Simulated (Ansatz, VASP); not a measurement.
Two plane-wave programs on Hf2C

```
Hf C
1.0
     4.22824    0.00000    0.00000
    -2.11412    3.66177    0.00000
     0.00000    0.00000    3.15204
Hf C
2 1
Direct
  0.33333 0.66667 0.50000
  0.66667 0.33333 0.50000
  0.00000 0.00000 0.00000
```

Change from the starting cell: species swapped into the EuHg2 type (P6/mmm, No. 191).

Alike in both runs: task single point; functional PBE; k mesh 6 × 6 × 6; occupations gaussian, width 0.1 eV; no spin polarisation.

|  | VASP | Ansatz |
| --- | --- | --- |
| version | VASP 6.6.1 | Ansatz 0.2.0 |
| potentials or method | VASP PAW PBE potentials, release 64 (Hf_pv, C) | scalar-relativistic, plane waves, PAW |
| plane-wave cutoff (eV) | 520 | 420 |
| valence electrons in the cell | 24 | 56 |

VASP gave:

- gap on the k mesh at the Fermi level (eV): none
- pressure (GPa): 5.9
- largest component of the traceless stress (GPa): 26.20

Problem. What did Ansatz give for the same quantities?

Solution. gap on the k mesh at the Fermi level (eV): none; pressure (GPa): 6.9; largest component of the traceless stress (GPa): 26.75.

A gap of «none» marks a metal or a gap that the smearing closes. The two sets of potentials don't hold the same shells in valence.

Spin-orbit coupling is left out, which matters for the levels of Hf.
